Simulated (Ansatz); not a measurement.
# H10C20N: the cost of one run

All numbers below are computed with Ansatz 0.2.0 (DFT PBEsol, plane waves, PAW, scalar-relativistic, collinear spin).

**1. Starting point**

The cell holds 31 atoms (C20H10N): a = 5.049 Å, b = 5.049 Å, c = 17.165 Å, α = 90.00°, β = 90.00°, γ = 90.00°.

Its coordinates follow in the input file.

**2. Dynamics**

150 steps of 0.5 fs at constant energy.

Contents of input.yaml:

```yaml
crystal:
  lattice:
    - [5.048742, 0.0, 0.0]
    - [0.0, 5.048742, 0.0]
    - [0.0, 0.0, 17.1647]
  atoms:
    - { symbol: H, position: [0.4277868, 0.0, 0.0582591] }
    - { symbol: H, position: [0.0722132, 0.0, 0.0582591] }
    - { symbol: H, position: [0.9277868, 0.0, 0.0582591] }
    - { symbol: H, position: [0.5722132, 0.0, 0.0582591] }
    - { symbol: H, position: [0.4277868, 0.5, 0.0582591] }
    - { symbol: H, position: [0.0722132, 0.5, 0.0582591] }
    - { symbol: H, position: [0.9277868, 0.5, 0.0582591] }
    - { symbol: H, position: [0.5722132, 0.5, 0.0582591] }
    - { symbol: C, position: [0.25, 0.0, 0.0952362] }
    - { symbol: C, position: [0.75, 0.0, 0.0952362] }
    - { symbol: C, position: [0.25, 0.5, 0.0952362] }
    - { symbol: C, position: [0.75, 0.5, 0.0952362] }
    - { symbol: C, position: [0.25, 0.25, 0.1472324] }
    - { symbol: C, position: [0.75, 0.25, 0.1472324] }
    - { symbol: C, position: [0.25, 0.75, 0.1472324] }
    - { symbol: C, position: [0.75, 0.75, 0.1472324] }
    - { symbol: C, position: [0.0, 0.25, 0.1992286] }
    - { symbol: C, position: [0.5, 0.25, 0.1992286] }
    - { symbol: C, position: [0.0, 0.75, 0.1992286] }
    - { symbol: C, position: [0.5, 0.75, 0.1992286] }
    - { symbol: C, position: [0.0, 0.0, 0.2512249] }
    - { symbol: C, position: [0.5, 0.0, 0.2512249] }
    - { symbol: C, position: [0.0, 0.5, 0.2512249] }
    - { symbol: C, position: [0.5, 0.5, 0.2512249] }
    - { symbol: C, position: [0.25, 0.0969069, 0.3008908] }
    - { symbol: C, position: [0.75, 0.0969069, 0.3008908] }
    - { symbol: C, position: [0.25, 0.4030931, 0.2799175] }
    - { symbol: C, position: [0.75, 0.4030931, 0.2799175] }
    - { symbol: "N", position: [0.2244159, 0.2802913, 0.516311], spin: 1.0 }
    - { symbol: H, position: [0.1455277, 0.4177131, 0.5512665] }
    - { symbol: H, position: [0.3033041, 0.1428696, 0.5512665] }
magnetization:
  spin_polarized: true
basis:
  ecutwfc: 420.0
kpoints:
  mp_grid: { grid: [2, 2, 1] }
hamiltonian:
  xc: pbesol
  pseudopotentials: { kind: paw, azcp: { folder: soft_1 } }
scf:
  occupations: { method: fermi_dirac, width: 0.02 }
  lower_state_search: "off"
md:
  timestep: 0.5
  n_steps: 150
  ensemble: nve
  initial_velocities: zero
  seed: 424586
  initial_site_velocities:
    - { site: 28, velocity: [0.014537, 0.0, -0.03994] }
    - { site: 29, velocity: [0.014537, 0.0, -0.03994] }
    - { site: 30, velocity: [0.014537, 0.0, -0.03994] }
  constraints: [{ sites: [0, 1, 2, 3, 4, 5, 6, 7, 8, 9, 10, 11, 12, 13, 14, 15] }]
```

Started as:

```bash
ansatz run input.yaml --threads 2 --pin off --max-ram 5120MiB --backend cpu --events-out ev --progress --plain --runs-dir out
```

Q: Estimate wall time and peak memory on 2 threads of Arm Neoverse V1, shared host.

About 40 min, with a peak of 1.2 GiB.
